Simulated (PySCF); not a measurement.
Two species compared at the same levels of theory.

First species: phenylacetylene, C8H6.
Structure used (GFN2-xTB), in Å, numbered top down from 1:
```
atom  x, y, z in Å
C1     2.2072    1.8861    1.6396
C2     1.4131    1.2081    1.0471
C3     0.4756    0.4072    0.3503
C4    -0.0452    0.8366   -0.8703
C5    -0.9584    0.0495   -1.5454
C6    -1.3614   -1.1650   -1.0133
C7    -0.8478   -1.5938    0.2002
C8     0.0678   -0.8159    0.8824
H9     2.9012    2.4786    2.1574
H10    0.2711    1.7855   -1.2793
H11   -1.3585    0.3846   -2.4914
H12   -2.0757   -1.7768   -1.5440
H13   -1.1630   -2.5395    0.6167
H14    0.4734   -1.1456    1.8280
```

Second species: C5H5N3O.
SMILES: `Cc1nnncc1C=O`

Levels: wB97X-D/def2-SVPD for dipole moment, HOMO energy, LUMO energy, HOMO–LUMO gap, static isotropic polarisability and electronic spatial extent ⟨r²⟩ about the centre of nuclear charge; TDDFT wB97X-D/def2-SVPD for lowest singlet excitation; TDA wB97X-D/def2-SVPD for lowest triplet excitation (Tamm–Dancoff); GFN2-xTB for rotational constant A and rotational constant C. Geometries: GFN2-xTB. Each species is one conformer at its optimised geometry, gas phase, non-relativistic unless stated. Electronic properties by PySCF.

The conformers computed, where there is a choice (atom-mapped SMILES and torsion angles):
- `[CH3:1][c:2]1[n:3][n:4][n:5][cH:6][c:7]1[CH:8]=[O:9]`: C6–C7–C8–O9 180°

Problem. Which of the two has the higher rotational constant C, and by how much?

Solution. The first: 1.225 GHz against 1.038 GHz, a difference of 0.187 GHz.

Problem. Which has the higher ⟨r²⟩?

Solution. The second: 1060 bohr² against 933 bohr², a difference of 127 bohr².

Problem. Which of the two has the higher LUMO energy, and by how much?

Solution. The first: 0.64 eV against -1.49 eV, a difference of 2.13 eV.

Problem. Which has the higher HOMO–LUMO gap?

Solution. The first: 9.27 eV against 7.77 eV, a difference of 1.50 eV.

Problem. Which has the higher S1 energy?

Solution. The first: 5.26 eV against 2.92 eV, a difference of 2.34 eV.

Problem. Which of the two has the higher HOMO energy, and by how much?

Solution. The first: -8.63 eV against -9.26 eV, a difference of 0.63 eV.

Problem. Which has the higher rotational constant A?

Solution. The first: 5.752 GHz against 3.216 GHz, a difference of 2.536 GHz.

Problem. Which has the higher dipole moment?

Solution. The second: 3.07 D against 0.71 D, a difference of 2.36 D.

On the first: The polarisability is 13.62 Å³ as a volume (1 au = 0.148185 Å³), or 1.70 au for each of the 54 electrons. The principal polarisabilities are 52.8, 87.7 and 135.3 au; their mean is the isotropic value.

On the second: In wavenumbers S1 is 23600 cm⁻¹ (1 eV = 8065.54 cm⁻¹). The polarisability is 11.78 Å³ as a volume (1 au = 0.148185 Å³), or 1.24 au for each of the 64 electrons.
